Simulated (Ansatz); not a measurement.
**KCl: energy along a strain**

KCl, Fm-3m, a = 6.312 Å (as given, not relaxed at this level: -0.6 GPa). Ansatz: PBEsol, PAW, 420 eV, Γ-centred 6×6×6 mesh on 2 atoms, Gaussian smearing 0.05 eV; no spin polarisation. Cell vectors (Å): 0.000 3.156 3.156; 3.156 0.000 3.156; 3.156 3.156 0.000. The cell is strained by x per cent times the pattern (1 -1 0 0 0 0) in the order xx yy zz yz xz xy (engineering shears), with fractional coordinates held. y is the free energy over the start, V0 = 31.438 Å³/atom. Symmetry makes y even in x.

```
x (%) y (meV/atom)
-6.00             ?
-3.00          5.37
 0.00          0.00
 0.75          0.33
 1.50          1.33
 2.25          3.00
 3.75          8.47
 4.50         12.34
 5.25         17.03
```

Q: Fit y = c2 x² + c4 x⁴ to the other rows, get the stiffness along the pattern, and predict the missing energy.

A: Least squares on the rows shown. y = 0.58637 x² + 0.0011410 x⁴. The clamped-ion stiffness p·C·p = 2 × 5.864 eV × 160.2 / 31.438 Å³ = 60 GPa (second derivative at the start, which stands under stress). At x = -6.00 the fit asked for gives 22.59 meV/atom. The run gave 22.59 meV/atom, the same to the digits shown.